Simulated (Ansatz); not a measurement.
## Zone-centre phonons of MoP at 8 GPa: input and output

Theory: Ansatz, DFT PBEsol, scalar-relativistic, plane waves, PAW.

Launched with:
```bash
ansatz run input.yaml --threads 1 --pin off --max-ram 3072MiB --backend cpu --events-out ev --progress --plain --runs-dir out
```

Input (bare energies are in eV):
```yaml
crystal:
  lattice:
    - [3.167594406, 0.0, 0.0]
    - [-1.583797203, 2.7432172245, 0.0]
    - [0.0, 0.0, 3.1528271822]
  atoms:
    - { symbol: Mo, position: [0.0, 0.0, 0.0] }
    - { symbol: P, position: [0.3333333333, 0.6666666667, 0.5] }
basis:
  ecutwfc: 420
kpoints:
  mp_grid: { grid: [18, 18, 14] }
hamiltonian:
  xc: pbesol
scf:
  occupations: { method: fermi_dirac, width: 0.15 }
output:
  eigenvalues: true
phonons:
  method: dfpt
  eigenvectors: true
```

The end of the output:
```
--- Phonons (Γ-DFPT): 4 representative perturbations + reference, on 728 of 4536 k-points (Σ response iterations 12) ---
  k mesh reduced under 4 symmetry operations, with k and −k counted as one. Each operation leaves every solved displacement unchanged or reverses it
  ASR residual: 1.280e-3 → 0.000e0 eV/Å²; symmetrization residual: 4.552e-6 eV/Å²
  ASR residual per site (eV/Å²): 1.28e-3 3.70e-6
  Γ frequencies (cm⁻¹): 0.00 0.00 0.00 427.98 427.98 432.36
  non-analytic LO–TO correction: not included (Born effective charges unavailable; polar crystals: no LO–TO splitting at Γ)
```

The run took 2.8 min on 1 thread of Intel(R) Xeon(R) Platinum 8259CL CPU @ 2.50GHz (Skylake/Cascade Lake), with other jobs on the host, peak memory 1.1 GiB.

In a metal, frequencies and elastic constants depend on the k mesh and the smearing, soft modes and shear constants most. Other phases may be more stable at this pressure.